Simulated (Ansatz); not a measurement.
## From PBE to G0W0: SnO2 (Pnnm)

Aim: the quasiparticle gap of SnO2 (Pnnm), starting from PBE.

Method: PBE, then G0W0 on it, plane waves, PAW, in Ansatz 0.2.0.

Report form: the programs' logs are mostly left out.

In doubt: masses and optical values from hybrid runs of this build are listed as unsure (in some of the runs), which bears on the screening that GW takes from such a start.

## 1. The structure

The structure is orthorhombic, space group Pnnm (No. 58). The conventional cell has a = 4.788 Å, b = 4.867 Å, c = 3.241 Å, α = 90.00°, β = 90.00°, γ = 90.00°. Nearest to Sn lie 6 O at 2.09 to 2.10 Å. Nearest to O lie 3 Sn at 2.09 to 2.10 Å. Farther neighbours and most contacts between anions are not listed.

The cell and positions are those that the Materials Project relaxed with its own functionals (PBE, PBE+U or r2SCAN), kept fixed. This is not the form that SnO2 usually takes at ambient conditions. At the settings of the band run the largest force is still 0.07 eV/Å. The default PAW set here is soft_2. Its files were made with PBE.

## 2. The PBE band structure

Levels along a band path and on the mesh show where this functional puts the band edges.

This step: DFT, PBE, plane waves, PAW.

input.yaml reads:

```yaml
crystal:
  lattice:
    - [4.788004, 0.0, 0.0]
    - [0.0, 4.866582, 0.0]
    - [0.0, 0.0, 3.240898]
  atoms:
    - { symbol: Sn, position: [0.5, 0.5, 0.5] }
    - { symbol: Sn, position: [0.0, 0.0, 0.0] }
    - { symbol: O, position: [0.291855, 0.321042, 0.0] }
    - { symbol: O, position: [0.791855, 0.178958, 0.5] }
    - { symbol: O, position: [0.208145, 0.821042, 0.5] }
    - { symbol: O, position: [0.708145, 0.678958, 0.0] }
kpoints:
  mp_grid: { grid: [6, 6, 8] }
  band_path:
    path:
      - [[0.0, 0.0, 0.0], [0.5, 0.0, 0.0], [0.5, 0.5, 0.0], [0.0, 0.5, 0.0], [0.0, 0.0, 0.0], [0.0, 0.0, 0.5], [0.5, 0.0, 0.5], [0.5, 0.5, 0.5], [0.0, 0.5, 0.5], [0.0, 0.0, 0.5]]
      - [[0.5, 0.0, 0.0], [0.5, 0.0, 0.5]]
      - [[0.0, 0.5, 0.0], [0.0, 0.5, 0.5]]
      - [[0.5, 0.5, 0.0], [0.5, 0.5, 0.5]]
    npoints: 10
hamiltonian:
  xc: pbe
scf:
  occupations: { method: fermi_dirac, width: 0.02 }
  n_extra_bands: 6
output:
  forces: true
  stress: true
  eigenvalues: true
  write_density: true
  write_potential: true
  elf: true
  volumetric_format: npy
```

Started as:

```console
$ ansatz run input.yaml --threads 3 --pin off --max-ram 64512MiB --backend cuda --events-out ev --progress --plain --runs-dir out --devices 1 --max-vram 24GiB  # rebuilt from the run's record
```

Wall time 10 s (1 × NVIDIA H100 80GB HBM3 (shared by 3 runs) with 3 threads of AMD EPYC 7R13 (Zen 3), shared host); peak memory 1 GiB; 4.6 s of CPU time.

Numbers from this step:

```
pressure             : -0.5474 GPa
filled bands         : 26
gap                  : 0.8013 eV
valence top at       : k = (0.050, 0.000, 0.000)
conduction bottom at : Γ
least direct gap     : 0.8067 eV
```

Over mesh and path the gap is 0.801 eV, from k = (0.050, 0.000, 0.000) to k = Γ. The least direct gap found is 0.807 eV, at k = Γ. On the 6×6×8 mesh alone the same run gives 0.807 eV, so that mesh misses an edge of PBE: 0.807 − 0.801 = +0.006 eV.

The electronic bands at the labelled points (eV, zero at the top of the highest nominally filled band):

| point | band 23 | band 24 | band 25 | band 26 | band 27 | band 28 | band 29 | band 30 |
| --- | --- | --- | --- | --- | --- | --- | --- | --- |
| Γ | -1.13 | -0.62 | -0.61 | -0.01 | 0.80 | 5.75 | 6.09 | 6.25 |
| halfway | -1.12 | -1.12 | -0.58 | -0.12 | 2.06 | 5.19 | 6.33 | 6.50 |
| X | -1.11 | -1.11 | -0.43 | -0.43 | 3.86 | 3.86 | 6.68 | 6.68 |
| halfway | -1.17 | -1.17 | -0.59 | -0.59 | 4.11 | 4.11 | 6.94 | 6.94 |
| S | -1.23 | -1.23 | -0.73 | -0.73 | 4.35 | 4.35 | 7.21 | 7.21 |
| halfway | -1.16 | -1.16 | -0.64 | -0.64 | 4.18 | 4.18 | 7.19 | 7.19 |
| Y | -1.09 | -1.09 | -0.55 | -0.55 | 4.02 | 4.02 | 7.12 | 7.12 |
| halfway | -1.14 | -1.09 | -0.59 | -0.31 | 2.14 | 5.30 | 6.56 | 6.68 |
| Γ | -1.13 | -0.62 | -0.61 | -0.01 | 0.80 | 5.75 | 6.09 | 6.25 |
| halfway | -2.41 | -0.73 | -0.65 | -0.39 | 3.34 | 6.41 | 8.10 | 8.21 |
| Z | -1.43 | -1.43 | -1.04 | -1.04 | 5.65 | 5.65 | 9.43 | 9.43 |
| halfway | -1.31 | -1.31 | -0.85 | -0.85 | 5.77 | 5.77 | 8.52 | 8.52 |
| U | -0.82 | -0.82 | -0.71 | -0.71 | 5.94 | 5.94 | 7.80 | 7.80 |
| halfway | -0.99 | -0.99 | -0.72 | -0.72 | 5.05 | 5.05 | 8.44 | 8.44 |
| R | -0.83 | -0.83 | -0.66 | -0.66 | 4.44 | 4.44 | 8.70 | 8.70 |
| halfway | -0.94 | -0.94 | -0.77 | -0.77 | 4.97 | 4.97 | 8.34 | 8.34 |
| T | -1.02 | -1.02 | -0.60 | -0.60 | 5.85 | 5.85 | 7.57 | 7.57 |
| halfway | -1.21 | -1.21 | -1.00 | -1.00 | 5.72 | 5.72 | 8.37 | 8.37 |
| Z | -1.43 | -1.43 | -1.04 | -1.04 | 5.65 | 5.65 | 9.43 | 9.43 |
| jump to X | -1.11 | -1.11 | -0.43 | -0.43 | 3.86 | 3.86 | 6.68 | 6.68 |
| halfway | -1.23 | -1.23 | -0.57 | -0.57 | 5.00 | 5.00 | 8.44 | 8.44 |
| U | -0.82 | -0.82 | -0.71 | -0.71 | 5.94 | 5.94 | 7.80 | 7.80 |
| jump to Y | -1.09 | -1.09 | -0.55 | -0.55 | 4.02 | 4.02 | 7.12 | 7.12 |
| halfway | -1.22 | -1.22 | -0.74 | -0.74 | 5.05 | 5.05 | 8.44 | 8.44 |
| T | -1.02 | -1.02 | -0.60 | -0.60 | 5.85 | 5.85 | 7.57 | 7.57 |
| jump to S | -1.23 | -1.23 | -0.73 | -0.73 | 4.35 | 4.35 | 7.21 | 7.21 |

Valence density in the ab plane at fractional z = 0.000, with atoms of Sn and O within 0.2 Å of it. It is the smooth field of the valence electrons, not physical close to the nuclei.

Ten steps, logarithmic in the rise over the least value, from '0' (0 e/Å³) to '9' (15 e/Å³), each cell a mean:
```
97420000011368
65310000123346
32100001355433
10000002577642
00000013578741
00001112466531
00122211234310
01355431111100
02577641000000
12578741000000
22467631000011
54344320000134
87422100001257
98521000001369
```
Columns run along a (4.8 Å), rows up along b (4.9 Å). Atoms in or near the plane, at fractional coordinates: Sn at (0.00, 0.00), O at (0.29, 0.32), O at (0.71, 0.68).

Electrostatic potential energy in the ab plane at fractional z = 0.000, with atoms of Sn and O within 0.2 Å of it. With pseudopotentials it is smooth inside the atoms' cores, unlike the true potential.

Values in eV, 14 rows by 14 columns, each cell a mean:
```
 27  15  -7   1  10  13  15  15  15  13   8  -4   0  24
  3  -5  -5   6  11  14  15  15  15  12   9   2  -6  -1
 -5  -2   5  10  12  14  14  14   9  -5 -11  -1   1  -3
  7   9  10  12  13  13  14  13  -6 -27 -30 -19   5   8
 13  13  13  13  13  13  12  10 -13 -31 -31 -22   6  13
 15  15  15  14  13  12  11  10   0 -19 -22  -5  13  15
 16  15  15  13  11  11  10  10   9   7   7  12  15  16
 15  15  12  -2 -10  -1   9  10  11  12  13  14  15  15
 14  14   1 -26 -31 -23   3  11  12  12  13  14  14  14
 11  11  -6 -30 -31 -26   2  13  13  13  13  12  12  11
  1   4   2 -18 -23 -10  10  14  14  13  12  10   6   2
 -5  -6  -1   4   5  11  14  15  14  13  11   5  -5  -7
 20   6  -7   4  11  14  15  15  14  13   8  -3  -5  14
 27  21  -5   0  10  14  15  15  14  12   7  -6   4  27
```
Columns run along a (4.8 Å; values clipped at the 3rd and 97th percentile), rows up along b (4.9 Å). Atoms in or near the plane, at fractional coordinates: Sn at (0.00, 0.00), O at (0.29, 0.32), O at (0.71, 0.68).

## 3. One-shot GW

G0W0 replaces the xc potential by a self-energy built once from the orbitals of the start. Levels are corrected in the window of bands that the input names, at points of the mesh.

This step: G0W0 on PBE, plane waves, PAW.

input.yaml, the sections that differ from step 2:

```yaml
kpoints:
  mp_grid: { grid: [4, 4, 4] }
scf:
  occupations: { method: fixed }
gw:
  n_empty_bands: 485
  ecut_chi: 200.0
  qp_bands: [v2, c2]
  qp_kpoints: band_edges
  screening: { model: contour_deformation }
# crystal, hamiltonian: as in step 2
# output: removed
```

The job ended after 40 s (1 × NVIDIA H100 80GB HBM3 (shared by 3 runs) with 3 threads; peak memory 2.6 GiB; 64 s of CPU time).

This step gave:

```yaml
bands_summed: 511
rpa_eps_infinity_on_this_mesh_eigenvalues: 5.179, 5.409, 5.441
plane_waves_in_the_screening_matrix: 495
q_points_in_the_mesh: 64
g0w0_gap_over_the_corrected_points: 1.989 eV
k_of_the_valence_top: 0, 0, 0
k_of_the_conduction_bottom: 0, 0, 0
starting_gap_on_the_mesh: 0.8051 eV
z_at_the_valence_top: 0.7278
z_at_the_conduction_bottom: 0.7955
least_direct_g0w0_gap_over_the_corrected_points: 1.989 eV
```

Over 15 of 27 irreducible mesh points the G0W0 gap is 1.989 eV, direct, at k = Γ. The PBE gap of this run on the mesh is 0.805 eV. The two states that bound the G0W0 gap lie that far apart at the start, so the correction of the gap is 1.989 − 0.805 = +1.184 eV. The start of this run differs from the step before in mesh (6×6×8 and 4×4×4). The program marks 8 of the 60 corrected levels as in doubt (Σc rises), neither edge state among them.

Labels follow the order of the start: v1 is the top filled band, c1 the lowest empty one; levels that stay degenerate share a row, the window can cut a multiplet, doubted levels are not marked in this list, bands outside the window were not corrected, and the list may be a part of the corrected levels. The levels before and after the correction (eV, zero at the valence-band top of each column):

|  | conduction bottom | valence top |
| --- | --- | --- |
| Kohn-Sham | 0.81 | 0.00 |
| G0W0 | 1.99 | 0.00 |

|  | level | occupation | energy (eV) |
| --- | --- | --- | --- |
| Kohn-Sham | Γ v2 | 2 | -0.609 |
| Kohn-Sham | Γ v1 | 2 | 0.000 |
| Kohn-Sham | Γ c1 | 0 | 0.805 |
| Kohn-Sham | Γ c2 | 0 | 5.753 |
| G0W0 | Γ v2 | 2 | -0.577 |
| G0W0 | Γ v1 | 2 | 0.000 |
| G0W0 | Γ c1 | 0 | 1.989 |
| G0W0 | Γ c2 | 0 | 7.322 |

The parts of the quasiparticle energy for the two states that bound the G0W0 gap, in eV on the run's own scale (QP = start + Σx + Σc − Vxc, with Σc at the quasiparticle energy):

| edge | k | band | start | Σx | Σc | Vxc | Z | QP |
| --- | --- | --- | --- | --- | --- | --- | --- | --- |
| valence top | Γ | 26 | 8.635 | −26.429 | 4.752 | −20.850 | 0.728 | 7.807 |
| conduction bottom | Γ | 27 | 9.441 | −15.181 | −2.986 | −18.524 | 0.795 | 9.796 |

## 4. Spin-orbit coupling in PBE

This run has two-component orbitals with spin-orbit coupling.

This step: DFT, PBE with spin-orbit coupling, plane waves, PAW.

input.yaml, the sections that differ from step 3:

```yaml
kpoints:
  mp_grid: { grid: [6, 6, 8] }
  band_path:
    path:
      - [0.0, 0.0, 0.0]
      - [0.5, 0.0, 0.0]
      - [0.5, 0.5, 0.0]
      - [0.0, 0.5, 0.0]
      - [0.0, 0.0, 0.5]
      - [0.5, 0.0, 0.5]
      - [0.5, 0.5, 0.5]
      - [0.0, 0.5, 0.5]
      - [0.05, 0.0, 0.0]
    npoints: 1
scf:
  occupations: { method: fermi_dirac, width: 0.02 }
  n_extra_bands: 12
magnetization:
  noncollinear: true
  spin_orbit: true
output:
  forces: true
  stress: true
  eigenvalues: true
# crystal, hamiltonian: as in step 3
# gw: removed
```

Wall time 9.3 s (1 × NVIDIA H100 80GB HBM3 (shared by 3 runs) with 3 threads); peak memory 0.99 GiB.

This step gave:

```
pressure             : -0.5884 GPa
gap                  : 0.8065 eV
valence top at       : k = (0.050, 0.000, 0.000)
conduction bottom at : Γ
least direct gap     : 0.8117 eV
```

Over mesh and listed points the gap is 0.807 eV, from k = (0.050, 0.000, 0.000) to k = Γ. The least direct gap found is 0.812 eV, at k = Γ. On the 6×6×8 mesh alone the same run gives 0.812 eV, so that mesh misses an edge of PBE+SOC: 0.812 − 0.807 = +0.005 eV. PBE+SOC against PBE: 0.807 − 0.801 = +0.006 eV, with the same mesh, set of files (read in its fully relativistic form for the spin-orbit run) and cutoff, and both edges at the same k points. The spin-orbit run sees mesh and listed points alone, so its gap is an upper bound: the coupling can move an edge off these points, and the change over the zone, its sign included where it is small, is not known.

## 5. Side by side

Each gap is the least one over the points named; times are wall times on shared hosts, not benchmarks. A G0W0 time includes the run's own self-consistent start. Runs with listed points see these and the mesh alone, so an edge that moves elsewhere is missed. Rows marked * are further runs, not shown as steps, whose inputs differ from the G0W0 step on the same start in the columns given; solver thresholds can differ too.

| level | mesh | files, cutoff | bands summed, screening | points | gap (eV) | valence top | conduction bottom | least direct gap (eV) | time |
| --- | --- | --- | --- | --- | --- | --- | --- | --- | --- |
| PBE | 6×6×8 | soft_2 PAW, 420 eV | - | mesh and path | 0.801 | (0.050, 0.000, 0.000) | Γ | 0.807 | 10 s |
| PBE+SOC | 6×6×8 | soft_2 PAW, 420 eV | - | mesh and listed points | 0.807 | (0.050, 0.000, 0.000) | Γ | 0.812 | 9.3 s |
| G0W0@PBE* | 4×4×4 | soft_2 PAW, 420 eV | 197, 100 eV | 15 of 27 irreducible mesh points | 1.938 | Γ | Γ | 1.938 | 11 s |
| G0W0@PBE | 4×4×4 | soft_2 PAW, 420 eV | 511, 200 eV | 15 of 27 irreducible mesh points | 1.989 | Γ | Γ | 1.989 | 40 s |
| G0W0@PBE* | 4×4×4 | soft_2 PAW, 420 eV | 511, 200 eV, plasmon pole | 15 of 27 irreducible mesh points | 2.066 | Γ | Γ | 2.066 | 37 s |

## 6. Results

| Quantity | Value |
| --- | --- |
| PBE gap over mesh and path | 0.801 eV, from k = (0.050, 0.000, 0.000) to k = Γ |
| G0W0@PBE gap over 15 of 27 irreducible mesh points | 1.989 eV, direct, at k = Γ |
| PBE+SOC gap over mesh and listed points | 0.807 eV |
| GW settings | 4×4×4 mesh, 485 empty bands, screening to 200 eV |
| known limits | finite bands, screening cutoff and k mesh; no spin-orbit coupling in G0W0 |

**Reading.** Over 15 of 27 irreducible mesh points the G0W0 gap is 1.989 eV, direct, at k = Γ. The PBE gap of this run on the mesh is 0.805 eV. The two states that bound the G0W0 gap lie that far apart at the start, so the correction of the gap is 1.989 − 0.805 = +1.184 eV. The valence state moves by 7.807 − 8.635 = −0.828 eV and the conduction state by 9.796 − 9.441 = +0.355 eV, on the run's own scale; with 197 bands the edge states move by −0.506 and +0.627 eV, so the split between the edges depends on the bands and cutoff. Over mesh and path, PBE puts the valence top at k = (0.050, 0.000, 0.000), where no G0W0 correction was computed. The G0W0 gap over the whole zone is therefore not known from this run; at its settings it can only be equal to or under the 1.989 eV found, and no correction is carried over from another point. For the start itself the gap is 0.801 eV over mesh and path and 0.805 eV on the mesh of the G0W0 run, in runs that differ in mesh (6×6×8 and 4×4×4). From 197 bands and 100 eV to 511 bands and 200 eV the gap moves by 1.989 − 1.938 = +0.051 eV; bands and screening cutoff rise together, so their parts are not told apart. Two runs can't test a law of convergence, so the limit is not known. With the plasmon pole model in place of the contour deformation model and all else as in the G0W0@PBE row with 511 bands, the gap differs by 2.066 − 1.989 = +0.077 eV. G0W0 on other starts in this series, not shown as steps and not all at these settings: 2.993 eV on HSE06 (4×4×4, soft_2 PAW, 511 bands, 200 eV) and 1.918 eV on LDA (4×4×4, soft_2 PAW, 511 bands, 200 eV). PBE+SOC against PBE: 0.807 − 0.801 = +0.006 eV, with the same mesh, set of files (read in its fully relativistic form for the spin-orbit run) and cutoff, and both edges at the same k points. The spin-orbit run sees mesh and listed points alone, so its gap is an upper bound: the coupling can move an edge off these points, and the change over the zone, its sign included where it is small, is not known. What spin-orbit coupling does to the G0W0 levels was not computed, so no sum with the G0W0 gap is formed. For the G0W0 step: the program marks 8 of the 60 corrected levels as in doubt (Σc rises), neither edge state among them. The G0W0 runs are scalar-relativistic. No pair of G0W0 runs that differ in the mesh alone is shown (4×4×4 is a supercell whose nearest images lie 13 Å apart), so the error from the mesh is not known here. G0W0 is shown with one set of atomic data (soft_2 PAW), so the error from the files is not known here.

[Paths, hosts, dates, memory and timing lines, banners, echoed tables and standing remarks are left out of the program output.]

[Logs are printed without paths, hosts, clocks, repeated set-up lines and the standing remarks that a program may print on its own settings, such as how far it seeks lower states.]

[Runs of the session that timed out or met a known fault of the program may be left out.]

[Cells called generated may have been cut or substituted from an entry of the Crystallography Open Database or the Materials Project.]

[Hosts, paths, dates, database ids (printed as entryN), source tags and the programs' standing remarks are cut or masked in the printed files.]

[Where an RPA ε∞ is given, it is that of the G0W0 mesh and is not shown converged in it. Names of k-points follow the symmetry that the program found, which can be lower than the space group named. Band edges on a path are those of the sampled points; other points can move an edge, and change direct to indirect where valleys lie close.]

[Hybrid gaps are those of their k-mesh and are not shown converged in it.]
